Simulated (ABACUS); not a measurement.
Crystal: NaF (Villiaumite).

```xyz
2
Lattice="0.0000 2.3200 2.3200 2.3200 0.0000 2.3200 2.3200 2.3200 0.0000" Properties=species:S:1:pos:R:3 pbc="T T T"
Na    0.0000    0.0000    0.0000
F     2.3200    2.3200    2.3200
```

```yaml
Program: ABACUS 3.10.1
Task: relaxation of cell and atoms
Functional: LDA
Potentials_or_basis: PseudoDojo NC SR 0.4.1 LDA stringent
Cutoff: 1211 eV
Density_cutoff: 4844 eV
Basis: plane waves
k_mesh: 8 × 8 × 8
Occupations: fermi-dirac, width 0.05 eV
Spin: no spin polarisation
```

At the start: pressure -4.5 GPa; volume 12.49 Å³/atom.

**Question.** How do energy, volume and symmetry change on relaxing?

**Answer.** Over 3 steps the energy falls by 16.4 meV/atom and the volume is 11.43 Å³/atom (-8.5 %); space group Fm-3m (No. 225, to 0.05 Å).

Step by step:
```csv
step,energy change (eV),largest force (eV/Å),pressure (GPa),volume (Å³)
1,0.0000,0.0000,-4.47,24.97
2,-0.0268,0.0000,-2.11,23.69
3,-0.0327,0.0000,-0.10,22.85
```

Final structure:
```xyz
2
Lattice="0.0000 2.2523 2.2523 2.2523 0.0000 2.2523 2.2523 2.2523 0.0000" Properties=species:S:1:pos:R:3 pbc="T T T"
Na    0.0000    0.0000    0.0000
F     2.2523    2.2523    2.2523
```
